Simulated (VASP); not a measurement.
# Al (Fm-3m) in VASP: further runs, part 2 of 2

VASP 6.6.1.

### Step 5. Single point, PBE (grid = ENCUT=400 dk=0.45 cell=3x3x3 ISMEAR=1 SIGMA=0.1 LREAL=Auto EDIFF=1e-06)

The input, INCAR:

```
PREC = Accurate ; ENCUT = 400
EDIFF = 1E-6 ; ISMEAR = 1
SIGMA = 0.1 ; LREAL = Auto
LASPH = True ; NELM = 120
ALGO = Fast ; ISIF = 2
LWAVE = False ; LCHARG = False
GGA = PE ; NBANDS = 68
```

The input, KPOINTS:

```
Automatic mesh
0
Gamma
  2 2 2
```

The input, POSCAR:

```
Al
1.0
    0.0000000000      6.0744150000      6.0744150000
    6.0744150000      0.0000000000      6.0744150000
    6.0744150000      6.0744150000      0.0000000000
Al
27
Direct
    0.0000000000      0.0000000000      0.0000000000
    0.0000000000      0.0000000000      0.3333333333
    0.0000000000      0.0000000000      0.6666666667
    0.0000000000      0.3333333333      0.0000000000
    0.0000000000      0.3333333333      0.3333333333
    0.0000000000      0.3333333333      0.6666666667
    0.0000000000      0.6666666667      0.0000000000
    0.0000000000      0.6666666667      0.3333333333
    0.0000000000      0.6666666667      0.6666666667
    0.3333333333      0.0000000000      0.0000000000
    0.3333333333      0.0000000000      0.3333333333
    0.3333333333      0.0000000000      0.6666666667
    0.3333333333      0.3333333333      0.0000000000
    0.3333333333      0.3333333333      0.3333333333
    0.3333333333      0.3333333333      0.6666666667
    0.3333333333      0.6666666667      0.0000000000
    0.3333333333      0.6666666667      0.3333333333
    0.3333333333      0.6666666667      0.6666666667
    0.6666666667      0.0000000000      0.0000000000
    0.6666666667      0.0000000000      0.3333333333
    0.6666666667      0.0000000000      0.6666666667
    0.6666666667      0.3333333333      0.0000000000
    0.6666666667      0.3333333333      0.3333333333
    0.6666666667      0.3333333333      0.6666666667
    0.6666666667      0.6666666667      0.0000000000
    0.6666666667      0.6666666667      0.3333333333
    0.6666666667      0.6666666667      0.6666666667
```

Potentials or basis: VASP PAW PBE potentials, release 64 (Al).

The run is started by

```console
> cat potpaw_PBE.64/Al/POTCAR > POTCAR
> mpirun -np 1 vasp_std > vasp.out
```

OUTCAR:

```text
PREC = Accurate
   ENCUT = 400
   EDIFF = 1E-6
   ISMEAR = 1
   LREAL = Auto
   LASPH = True
   NELM = 120
   ISIF = 2
   GGA = PE

 Found      3 irreducible k-points:

 Following reciprocal coordinates:
            Coordinates               Weight
  0.000000  0.000000  0.000000      1.000000
  0.500000  0.000000  0.000000      4.000000
  0.500000  0.500000  0.000000      3.000000
   k-points           NKPTS =      3   k-points in BZ     NKDIM =      3   number of bands    NBANDS=     68
   number of dos      NEDOS =    301   number of ions     NIONS =     27
   total plane-waves  NPLWV = 175616
   dimension x,y,z NGX =    56 NGY =   56 NGZ =   56
   dimension x,y,z NGXF=   112 NGYF=  112 NGZF=  112
   ions per type =              27
   NGX,Y,Z   is equivalent  to a cutoff of  10.84, 10.84, 10.84 a.u.
   NGXF,Y,Z  is equivalent  to a cutoff of  21.67, 21.67, 21.67 a.u.
 SYSTEM =  unknown system
   PREC   = accura    normal or accurate (medium, high low for compatibility)
   ISTART =      0    job   : 0-new  1-cont  2-samecut
   ICHARG =      2    charge: 1-file 2-atom 10-const
   ISPIN  =      1    spin polarized calculation?
   LNONCOLLINEAR =      F non collinear calculations
   LSORBIT =      F    spin-orbit coupling
[... 63 lines left out ...]
      2      -0.1785      2.00000
      3      -0.1785      2.00000
      4      -0.1785      2.00000
      5      -0.1785      2.00000
      6      -0.1785      2.00000
[... 154 lines left out ...]
     51       9.6358     -0.00000
     52       9.6358     -0.00000
 [bands above 52 left out]

------------------------ aborting loop because EDIFF is reached ----------------------------------------

  FORCE on cell =-STRESS in cart. coord.  units (eV):
  Direction    XX          YY          ZZ          XY          YZ          ZX
  --------------------------------------------------------------------------------------
  -------------------------------------------------------------------------------------
  Total        0.0182659      0.0182659      0.0182659      0.0000000      0.0000000     -0.0000000
  in kB        0.0652843      0.0652843      0.0652843      0.0000000      0.0000000     -0.0000000
  external PRESSURE =       0.0652843 kB  Pullay stress =       0.0000000 kB

 VOLUME and BASIS-vectors are now :
 -----------------------------------------------------------------------------
  energy-cutoff  :      400.00
  volume of cell :      448.27
      direct lattice vectors                 reciprocal lattice vectors
     0.000000000  6.074415000  6.074415000    -0.082312453  0.082312453  0.082312453
     6.074415000  0.000000000  6.074415000     0.082312453 -0.082312453  0.082312453
     6.074415000  6.074415000  0.000000000     0.082312453  0.082312453 -0.082312453

 POSITION                                       TOTAL-FORCE (eV/Angst)
 -----------------------------------------------------------------------------------
      0.00000      0.00000      0.00000        -0.000000     -0.000000      0.000000
      2.02480      2.02480      0.00000         0.000000      0.000000     -0.000000
      4.04961      4.04961      0.00000        -0.000000     -0.000000      0.000000
      2.02480      0.00000      2.02480        -0.000000     -0.000000      0.000000
      4.04961      2.02480      2.02480         0.000000     -0.000000     -0.000000
      6.07442      4.04961      2.02480         0.000000     -0.000000      0.000000
[... 19 lines left out ...]
      6.07442      6.07442      8.09922         0.000000      0.000000      0.000000
      8.09922      8.09922      8.09922         0.000000      0.000000      0.000000
 -----------------------------------------------------------------------------------
    total drift:                               -0.000000     -0.000000     -0.000000

  FREE ENERGIE OF THE ION-ELECTRON SYSTEM (eV)
  ---------------------------------------------------
  free  energy   TOTEN  =      -102.8920425040 eV

  energy  without entropy=     -102.8628002723  energy(sigma->0) =     -102.88229509
```

Run time: 52 s. Hardware: 1 thread of Intel Xeon 6975P-C (Granite Rapids), shared host; peak memory 0.39 GiB.

The run converged, but some of its settings lie outside the range that counts as converged, so its numbers aren't taken as properties of the crystal.

Results:

* Free energy: -102.8920 eV
* Pressure: 0.0 GPa
* Band gap on the k mesh: none (metal or under the smearing width)

Caveat: the k mesh is coarse (spacing up to 0.45 Å⁻¹), so the values aren't converged.

### Step 6. The reference run

An earlier run on the cell as given: functional PBE; potentials or basis VASP PAW PBE potentials, release 64 (Al); cutoff 520 eV; k mesh 11 × 11 × 11; occupations fermi-dirac, width 0.05 eV; no spin polarisation.

* Pressure: -0.5 GPa
* Band gap on the k mesh: none (metal or under the smearing width)

### Step 7. How close it comes

Step 2. The cell as given is a measured one (16.60 Å³/atom); revPBE+D4 puts the equilibrium volume -5.9 % from it, thermal expansion not counted.
